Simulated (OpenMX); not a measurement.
MnO:

```xyz
2
Lattice="0.0000 2.2239 2.2239 2.2239 0.0000 2.2239 2.2239 2.2239 0.0000" Properties=species:S:1:pos:R:3 pbc="T T T"
Mn    0.0000    0.0000    0.0000
O     2.2239    2.2239    2.2239
```

The cell is a database's computed one.

Alike in all runs: program OpenMX 3.8.5; functional PBE; potentials or basis OpenMX 2013 PBE set, Mn6.0-s3p2d2, O6.0-s2p2d1, grid cutoff 400 Ry; k mesh 7 × 7 × 7; occupations fermi-dirac, width 0.05 eV.

Starts and where they ended:

```csv
start,free energy over the lowest (meV/atom),net moment (μB),site or absolute moments (μB),gap
"collinear spin, zero start",1134.4,0.00,-,none (metal or under the smearing width)
"collinear spin, ferromagnetic start of up to 4 μB",0.0,4.73,Mn +4.50; O +0.23,none (metal or under the smearing width)
"collinear spin, ferromagnetic start of up to 5.5 μB",0.0,4.73,Mn +4.50; O +0.23,none (metal or under the smearing width)
```

The spin-polarised runs without a constraint all converged, yet they end up to 1134 meV/atom apart: a converged run can sit in a state that isn't the lowest. A still lower state may exist.

Caveats: the basis of atomic orbitals isn't converged, which shifts pressures, moduli and gaps; semilocal functionals often make such compounds metallic where correlation or magnetic order opens a gap, which also shifts bond lengths; a cell with one magnetic atom can't hold antiferromagnetic order, which such compounds often take (some runs).
